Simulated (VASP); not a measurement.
A run of VASP 6.6.1:

The input INCAR:

```
ALGO = Normal
DIPOL = 0.5 0.5 0.500
EDIFF = 1E-7
ENCUT = 520
GGA = PE
IDIPOL = 3
ISIF = 2
ISMEAR = -1
LASPH = T
LCHARG = T
LDIPOL = T
LELF = T
LREAL = F
LVACPOTAV = T
LVHAR = T
LWAVE = F
NBANDS = 19
NELM = 80
PREC = Accurate
SIGMA = 0.05
```

Contents of KPOINTS:

```
k-points
0
Gamma
  13 13 1
```

Contents of POSCAR:

```
Be
1.0
    2.2995019849      0.0000000000      0.0000000000
   -1.1497509924      1.9914271350      0.0000000000
    0.0000000000      0.0000000000     29.4036000000
Be
9
Direct
    0.6666666667      0.3333333334      0.2550708077
    0.3333333333      0.6666666666      0.3163031057
    0.6666666667      0.3333333334      0.3775354038
    0.3333333333      0.6666666666      0.4387677019
    0.6666666667      0.3333333334      0.5000000000
    0.3333333333      0.6666666666      0.5612322981
    0.6666666667      0.3333333334      0.6224645962
    0.3333333333      0.6666666666      0.6836968943
    0.6666666667      0.3333333334      0.7449291923
```

Potentials or basis: VASP PAW PBE potentials, release 64 (Be).

Run with:

```console
$ cat potpaw_PBE.64/Be/POTCAR > POTCAR
$ mpirun -np 1 vasp_std > vasp.out
```

Hardware: 1 thread of Intel(R) Xeon(R) Platinum 8259CL CPU @ 2.50GHz (Skylake/Cascade Lake), with other jobs on the host.

Problem. How long does it take, and how much memory?

Solution. It took 86 s on 1 thread of Intel(R) Xeon(R) Platinum 8259CL CPU @ 2.50GHz (Skylake/Cascade Lake), on a shared host, peak memory 0.25 GiB. Counts: scf iterations 23, k points 21.
